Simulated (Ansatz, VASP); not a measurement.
Two plane-wave programs on Ga2O

```xyz
3
Lattice="3.7527 0.0000 0.0000 -1.8763 3.2499 0.0000 0.0000 0.0000 3.7371" Properties=species:S:1:pos:R:3 pbc="T T T"
Ga    1.8763    1.0833    1.8685
Ga    0.0000    2.1666    1.8685
O     0.0000    0.0000    0.0000
```

Change from the starting cell: species swapped into the GdGa2 type (P6/mmm, No. 191).

Alike in both runs: task relaxation of cell and atoms; functional PBE; k mesh 6 × 6 × 6; occupations gaussian, width 0.1 eV; no spin polarisation.

|  | VASP | Ansatz |
| --- | --- | --- |
| version | VASP 6.6.1 | Ansatz 0.2.0 |
| potentials or method | VASP PAW PBE potentials, release 64 (Ga_d, O) | scalar-relativistic, plane waves, PAW |
| plane-wave cutoff (eV) | 600 | 420 |
| valence electrons in the cell | 32 | 32 |

|  | VASP | Ansatz | Ansatz less VASP |
| --- | --- | --- | --- |
| gap on the k mesh at the Fermi level, each at its own relaxed structure (eV) | none | none | - |
| relaxed volume (Å³/atom) | 15.86 | 15.94 | +0.074 |
| relaxed cell length with the largest relative difference (Å) | 3.076 | 3.089 | +0.0123 |
| energy change over the relaxation (meV/atom) | -469 | -464 | +4.3 |

A gap of «none» marks a metal or a gap that the smearing closes.
